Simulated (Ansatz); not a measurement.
Crystal: MnS.

```xyz
2
Lattice="0.0000 2.4735 2.4735 2.4735 0.0000 2.4735 2.4735 2.4735 0.0000" Properties=species:S:1:pos:R:3 pbc="T T T"
Mn    0.0000    0.0000    0.0000
S     3.7102    3.7102    3.7102
```

The cell is a database's computed one.

Program: Ansatz 0.2.0. Alike in all runs: spin collinear, ferromagnetic start; cell as given; k mesh 9 × 9 × 9. Hardware: 1 thread of Arm Neoverse V2, with other jobs on the host.

**Question.** Order these runs on this cell by their wall time, lowest first.
A. task Wannier functions; level r2SCAN+U; potentials or basis Ansatz PAW; U Mn d U = 6.2 eV; cutoff (eV) 500; smearing tetrahedron; hubbard projectors all-electron-atomic; double counting fll; other keys hamiltonian.xc = r2scan
B. task atomic charges; level revPBE+D3(BJ)+U; potentials or basis SPMS NC; U Mn d U = 2 eV; cutoff (eV) 1007; smearing fermi-dirac 0.01 eV; hubbard projectors ortho-atomic; double counting fll (the default)
C. task Wannier functions; level RPBE+U; potentials or basis Ansatz PAW; U Mn d U = 7 eV; cutoff (eV) 420; smearing fermi-dirac 0.05 eV; hubbard projectors all-electron-atomic; double counting fll

**Answer.** C (17 s), A (35 s), B (100 s).

Caveats: the magnetic or orbital state may not be the lowest; a cell with one magnetic atom can't hold antiferromagnetic order, which such compounds often take.

Runs at the PBE level aren't shown here.
